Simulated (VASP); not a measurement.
Set up this calculation in VASP 6.6.1, as an ASE script.

- Task: band structure
- Functional: PBE
- Potentials or basis: VASP PAW PBE potentials, release 54 (Ba_sv, Te)
- Cutoff: 520 eV
- k mesh: 7 × 7 × 7
- Occupations: gaussian, width 0.1 eV
- Spin: no spin polarisation
- Further INCAR settings: ALGO = Normal; EDIFF = 1.00e-07; NBANDS = 15; ISYM = 0

Crystal: BaTe.

```
Ba Te
1.0
    -0.07269    3.38433    3.46852
     3.38857   -0.01578    3.41161
     3.38513    3.32398   -0.01234
Ba Te
1 1
Direct
  0.00000 0.00000 0.00000
  0.50000 0.50000 0.50000
```

The cell isn't the ideal one: cell strained at random at fixed volume.

The input as run:

run.py

```python
from ase import Atoms
from ase.calculators.vasp import Vasp
from ase.dft.bandgap import bandgap

atoms = Atoms(
    ['Ba', 'Te'],
    cell=[[-0.072691, 3.384333, 3.468522], [3.388571, -0.015778, 3.41161], [3.385129, 3.323978, -0.012336]],
    scaled_positions=[[0.0, 0.0, 0.0], [0.5, 0.5, 0.5]],
    pbc=True,
)
calc = Vasp(
    directory='calc',
    xc='pbe',
    pp='PBE',
    setups='recommended',
    pp_version='54',
    prec='Accurate',
    encut=520,
    ediff=1e-07,
    ismear=0,
    sigma=0.1,
    lreal=False,
    lasph=True,
    nelm=60,
    algo='Normal',
    isif=2,
    lwave=False,
    lcharg=True,
    kpts=[7, 7, 7],
    gamma=True,
    nbands=15,
)
atoms.calc = calc

print('energy (eV):', atoms.get_potential_energy())
print('free energy (eV):', atoms.get_potential_energy(force_consistent=True))
efermi = calc.get_fermi_level()
print('Fermi level (eV):', efermi)
path = atoms.cell.bandpath(npoints=40, eps=1e-4)
print('path:', path.path)
calc.set(kpts=path.kpts, reciprocal=True, icharg=11, isym=0, lcharg=False)
calc.calculate(atoms)
print('gap on the path (eV):', bandgap(calc, efermi=efermi)[0])
print('direct gap on the path (eV):', bandgap(calc, efermi=efermi, direct=True)[0])
```

Potentials or basis: VASP PAW PBE potentials, release 54 (Ba_sv, Te).

Launch:

```console
$ python run.py
```

Results of the run:

```json
{
 "Band gap along the path": "1.25 eV, indirect (least direct gap 1.62 eV)"
}
```

Caveat: the log is that of the step along the path at fixed density, whose energy, stress, charges and moments have no meaning; spin-orbit coupling is left out, which moves the levels of the heavy elements.

Wall time 110 s on 1 thread of Intel(R) Xeon(R) Platinum 8488C (Sapphire Rapids) (shared host), peak memory 0.21 GiB.
